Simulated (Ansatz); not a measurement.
## SnO2 (Cassiterite): relaxation of cell and atoms with PBEsol

The system is SnO2 (Cassiterite).

```
Sn O
1.0
     4.73800    0.00000    0.00000
     0.00000    4.73800    0.00000
     0.00000    0.00000    3.18650
Sn O
2 4
Direct
  0.50000 0.50000 0.50000
  0.00000 0.00000 0.00000
  0.80710 0.19290 0.50000
  0.69290 0.69290 0.00000
  0.19290 0.80710 0.50000
  0.30710 0.30710 0.00000
```

| Property | Result |
| --- | --- |
| Program | Ansatz 0.2.0 |
| Task | relaxation of cell and atoms |
| Functional | PBEsol |
| Potentials or basis | Ansatz PAW |
| Cutoff | 420 eV (not typed: the program's choice for these potentials) |
| k mesh | 6 × 6 × 8 |
| Occupations | fermi-dirac, width 0.05 eV |
| Spin | no spin polarisation |
| Target pressure | 30 GPa |
| Target pressure (GPa) | 30 |

* Relaxed volume: 10.82 Å³/atom
* Relaxed cell: a = 4.544 Å, b = 4.544 Å, c = 3.143 Å, α = 90.00°, β = 90.00°, γ = 90.00°
* Space group after relaxing (to 0.05 Å): P4_2/mnm (No. 136)
* Energy change on relaxing (the enthalpy is what falls): +109.2 meV/atom
* Ionic steps: 9
* Pressure after relaxing: 30.0 GPa
* Band gap on the k mesh: 2.27 eV, direct

Step by step:
| step | energy change (eV) | largest force (eV/Å) | volume (Å³) |
| --- | --- | --- | --- |
| 1 | 0.0000 | 0.2103 | 71.53 |
| 2 | 0.9493 | 0.3192 | 63.40 |
| 3 | 0.5692 | 0.1227 | 65.24 |
| 4 | 0.6127 | 0.0391 | 64.99 |
| 5 | 0.6088 | 0.0036 | 65.01 |
| 6 | 0.6337 | 0.0027 | 65.01 |
| 7 | 0.6538 | 0.0012 | 64.90 |
| 8 | 0.6545 | 0.0000 | 64.89 |
| 9 | 0.6551 | 0.0001 | 64.89 |

Final structure:
```yaml
crystal:
  lattice:
    - [4.54399, 0.00000, 0.00000]
    - [0.00000, 4.54399, 0.00000]
    - [0.00000, 0.00000, 3.14276]
  atoms:
    - { symbol: Sn, position: [0.50000, 0.50000, 0.50000] }
    - { symbol: Sn, position: [0.00000, 0.00000, 0.00000] }
    - { symbol: O, position: [0.80534, 0.19466, 0.50000] }
    - { symbol: O, position: [0.69466, 0.69466, 0.00000] }
    - { symbol: O, position: [0.19466, 0.80534, 0.50000] }
    - { symbol: O, position: [0.30534, 0.30534, 0.00000] }
```

Levels at points of the mesh, in eV from the valence-band top:
| k point | band 24 | band 25 | band 26 | band 27 | band 28 | band 29 |
| --- | --- | --- | --- | --- | --- | --- |
| (0.00, 0.00, 0.00) | -0.84 | -0.84 | 0.00 | 2.27 | 6.51 | 6.51 |
| (0.00, 0.00, -0.50) | -1.97 | -1.40 | -1.40 | 7.30 | 7.30 | 10.37 |
| (0.00, -0.50, 0.00) | -1.20 | -0.66 | -0.66 | 5.44 | 5.44 | 7.34 |
| (0.00, -0.50, -0.50) | -1.26 | -0.51 | -0.51 | 7.66 | 7.66 | 8.90 |
| (-0.50, -0.50, 0.00) | -1.34 | -0.94 | -0.94 | 5.85 | 5.85 | 8.03 |
| (-0.50, -0.50, -0.50) | -1.02 | -0.91 | -0.91 | 5.82 | 5.82 | 9.23 |

Run time: 29 s on 2 threads of Arm Neoverse V1, on a shared host, peak memory 0.4 GiB.

Caveat: the plane-wave basis is chosen anew once the cell has moved, so the energies of steps on either side of that aren't comparable; the pressure holds a Pulay correction of +1.0 GPa for the finite cutoff; spin-orbit coupling is left out, which moves the levels of the heavy elements; the PAW data sets come from PBE, with cores solved anew for the run's functional, which leaves a small shift of forces and pressure. Expect the measured gap to be larger: semilocal functionals such as PBEsol lack the derivative discontinuity.
